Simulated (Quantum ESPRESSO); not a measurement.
The system is C.

```
C
1.0
     4.25517    0.00000    0.00000
     0.00000    4.25517    0.00000
     0.00000    0.00000    1.28229
C
1
Cartesian
  2.1276 2.1276 0.6411
```

The cell was built by a generator and needn't be a form met in nature.

* Program: Quantum ESPRESSO 7.5
* Task: single point
* Functional: PBE
* Potentials or basis: SSSP 1.3 efficiency PBE
* Cutoff: 748 eV
* Density cutoff: 5987 eV
* k mesh: 6 × 6 × 20
* Occupations: fermi-dirac, width 0.05 eV
* Spin: no spin polarisation

On this cell: pressure 0.1 GPa; band gap on the k mesh none (metal or under the smearing width).

The same run follows on a disturbed copy (cell strained at random at fixed volume):

```
C
1.0
     4.26182   -0.00463   -0.03039
    -0.00463    4.30210    0.01177
    -0.00916    0.00355    1.26640
C
1
Direct
  0.49600 0.49972 0.54970
```

What changes?

The energy (extrapolated to zero smearing) moves by +13.1 meV/atom; pressure 3.8 GPa; band gap on the k mesh none (metal or under the smearing width).

Stress tensor (GPa, compression positive):
```
-0.46  0.00 -0.09
 0.00 -0.43  0.03
-0.09  0.03 12.23
```
